Two functionals with the same treatment of correlation, dispersion included, disagree by 3.2 percentage points on the volume of cubic boron nitride. They are vdW-DF2 and rev-vdW-DF2, and they differ only in exchange. At least one of them must therefore be wrong by more than a point, and the cause is not a missing van der Waals attraction. The large cell of vdW-DF2 comes from an exchange part that rewards uneven electron densities too strongly.

Cubic boron nitride (two-atom primitive cell), with cell and atoms relaxed in VASP 6.6.1 by plane-wave DFT with PAW potentials, without spin polarisation or a separate dispersion correction. The cutoff is 600 eV, the k mesh 13 × 13 × 13 and the Fermi-Dirac smearing 0.05 eV. Volume changes are relative to the common start cell; a is the edge of the primitive cell.

| functional | potentials | volume change (%) | relaxed length a (Å) |
| --- | --- | --- | --- |
| LDA | VASP-PAW-LDA-potentials,-recommended | -3.530 | 2.53340 |
| PBEsol | VASP-PAW-PBE-potentials,-recommended | -1.590 | 2.55030 |
| revPBE | VASP-PAW-PBE-potentials,-recommended | 1.100 | 2.57330 |
| BLYP | VASP-PAW-PBE-potentials,-recommended | 1.650 | 2.57800 |
| r2SCAN | VASP-PAW-PBE-potentials,-recommended | -1.050 | 2.55500 |
| BEEF-vdW | VASP-PAW-PBE-potentials,-recommended | 0.000 | 2.56400 |
| PW91 | VASP-PAW-PBE-potentials,-recommended | -0.180 | 2.56240 |
| optB86b-vdW | VASP-PAW-PBE-potentials,-recommended | -0.490 | 2.55980 |
| optB88-vdW | VASP-PAW-PBE-potentials,-recommended | -0.250 | 2.56180 |
| rev-vdW-DF2 | VASP-PAW-PBE-potentials,-recommended | -0.730 | 2.55770 |
| vdW-DF | VASP-PAW-PBE-potentials,-recommended | 1.900 | 2.58010 |
| vdW-DF2 | VASP-PAW-PBE-potentials,-recommended | 2.490 | 2.58510 |

No separate dispersion correction was added to any functional, but the six with "vdW" in their names carry dispersion within their correlation. The column "volume change" compares each relaxed cell with one common start cell. That cell is not a measurement, so a value near zero is no sign of accuracy. BEEF-vdW shows this: its run stopped after a single step with the cell unmoved, because the start cell happens to lie very close to the minimum of that functional, which says nothing about experiment. What the column does reveal is disagreement. From LDA to vdW-DF2 the volume spans 6.0 points for the same crystal, and at most one of these volumes can be right.

Unfinished relaxation can't account for such a spread. The largest pressure left in any run is about 0.1 GPa, and in so stiff a crystal this corresponds to some 0.03% of the volume. Differences of a few tenths of a point or less, such as that between PW91 and optB88-vdW, are better left without a cause, because neither the error of the plane-wave basis nor the effect of using PBE potentials with other functionals has been tested. Differences of two or three points are larger than such errors are expected to be, and are put down to the functionals here.

To decide which end of the range is wrong, an outside reference is needed. The table lists the edge of the primitive cell; multiplied by $\sqrt{2}$ it gives the usual cubic edge, 3.58 Å with LDA and 3.66 Å with vdW-DF2. The measured edge is roughly 3.6 Å, a recalled figure that places vdW-DF2 on the long side but is too coarse to judge LDA. General experience with solids fills the gap: LDA binds too tightly, while vdW-DF and vdW-DF2 bind too loosely. Zero-point motion, absent here, would enlarge every cell a little, which would help LDA and make vdW-DF2 worse.

A cell that comes out too large invites a familiar diagnosis, namely that the functional lacks dispersion. No row adds dispersion alone, but revPBE and vdW-DF bear on the question, since both use the same exchange. In vdW-DF the gradient-corrected correlation of revPBE is replaced by local correlation plus a nonlocal term that describes dispersion. The cell does not shrink; it grows by a further 0.8 points. For this crystal, then, the letters "vdW" in a functional's name do not promise a shorter bond.

The reason lies in how each part of the energy responds to an uneven density. The unevenness is measured by the reduced gradient $s=|\nabla n|/(2k_\mathrm{F}n)$, where $n$ is the electron density and $k_\mathrm{F}=(3\pi^2n)^{1/3}$. Gradient-corrected exchange multiplies the local exchange energy, which is negative, by a factor $F(s)$ that is larger than one at the gradients that matter in a solid. When the bonds are stretched, the density between the atoms thins out and varies more steeply relative to its own size. The energy gained from $F$ then rises, and the crystal is pushed outward.

Gradient-corrected correlation of the PBE type works the other way. It weakens correlation where the density is uneven, so it penalises stretching and pulls the cell inward. Going from revPBE to vdW-DF removes this inward pull, and the nonlocal term that takes its place does not make up for it. The two rows show only the net result; how much each part contributes is not separated. Dispersion matters most between pieces of matter that barely overlap, and a dense network of covalent bonds has no such gaps.

The pair vdW-DF2 and rev-vdW-DF2 also shows which gradients count. For very small $s$ their exchange factors rise equally fast, so a difference confined to nearly uniform regions is ruled out. They part company at larger gradients: at $s=1$ the factor exceeds one by about 22% in vdW-DF2 but by only 11% in rev-vdW-DF2. Correct behaviour for a slowly varying density is thus no guarantee of a good bond length.

A volume difference of three per cent may look harmless, but expressed as a pressure it does not. Let $B$ be the bulk modulus, $V_0$ the relaxed volume and $\Delta V$ the distance from it. Near the minimum the energy rises as

$$\Delta E=\frac{B\,(\Delta V)^2}{2V_0}.$$

If a change of functional adds an energy $D(V)$, the minimum moves until the elastic restoring force balances it:

$$\frac{\Delta V}{V_0}=\frac{p}{B},\qquad p=-\frac{\mathrm{d}D}{\mathrm{d}V}.$$

The vdW-DF2 run supplies the stiffness itself. Its two-atom cell relaxed from 11.919 to 12.215 Å$^3$ and gained 0.0081 eV, so

$$B=\frac{2\times12.215\times0.0081}{(12.215-11.919)^2}\approx2.3\ \text{eV/Å}^3\approx360\ \text{GPa}.$$

This is a harmonic estimate, and the LDA run gives a similar 380 GPa. The difference of 3.2 points between the two functionals then amounts to $0.032\times360\approx12$ GPa. Anyone who takes the cell from vdW-DF2 and computes stresses in it with rev-vdW-DF2 starts with a tension of about that size, which could easily be mistaken for a property of the material.

The argument can be condensed into a rule with three constants. Let $f$ be the percentage by which the exchange factor exceeds one at $s=1$, taken from the known formulas and rounded to two figures. Let $c$ be 0 for PBE-type correlation and 1 for local plus nonlocal correlation. A least-squares fit to eight rows (PBEsol, revPBE, PW91 and the nonlocal functionals except BEEF-vdW) gives the volume change in per cent as

$$-4.9+0.29\,f+0.9\,c.$$

The choice of $s=1$ is a convention, and a neighbouring value might serve as well. The rule also ignores two differences in correlation: PBEsol has a weaker gradient term, and the nonlocal term of vdW-DF2 and rev-vdW-DF2 is a later version of the one in the other three nonlocal rows of the fit.

For the pair followed here the rule gives $0.29\times(22-11)\approx3.2$ points, as computed, but both rows were part of the fit and the agreement is no independent test. The typical miss is 0.4 points. The worst row is optB88-vdW, which the rule makes too large by 0.7 points, although it keeps its place between vdW-DF and optB86b-vdW. Among the fitted rows with the same kind of correlation, a clearly larger exchange factor goes with a larger cell. The size of the step is less reliable: revPBE exceeds PW91 by 1.3 points, where the rule gives 0.3. The rule can thus suggest which of two such functionals gives the larger cell, but not by how much, and it can't separate functionals whose volumes lie within half a point of each other.

LDA stands at the other end of the table for the same reason. Its exchange factor is one everywhere, so no gradient term rewards an uneven density, and its cell is the smallest of all. The rule, which did not include LDA in the fit, puts it lower still, at $-4.9$% instead of $-3.5$%. A miss in this direction makes sense, because the rule's starting point contains the inward pull of PBE-type correlation, and LDA lacks that as well. The explanation remains an argument, since the rule is stretched far beyond its rows here and LDA was also run with potentials of its own.

Exchange does not settle everything once the correlation is of another kind. BLYP and PW91 have nearly the same exchange factor at $s=1$, yet the BLYP cell is larger by 1.8 points. The likely cause is BLYP's correlation, which is built differently from the PBE type, but no row changes that part alone. Nor does the rung of a functional fix its place: r2SCAN, the only one here that also uses the kinetic-energy density, falls between PBEsol and PW91.

A suspicious cell volume is therefore best examined by changing one part of the functional at a time. If the volume moves strongly when only exchange is replaced, as it does for vdW-DF2, exchange is the first place to look for the error. Dispersion is already part of vdW-DF2, and its cell is still the largest. A single run can't reveal this, because each run ends close to the minimum of its own functional, with almost no pressure left. A well-converged cell shows that the minimum of the chosen functional has been found, not that the functional is right.
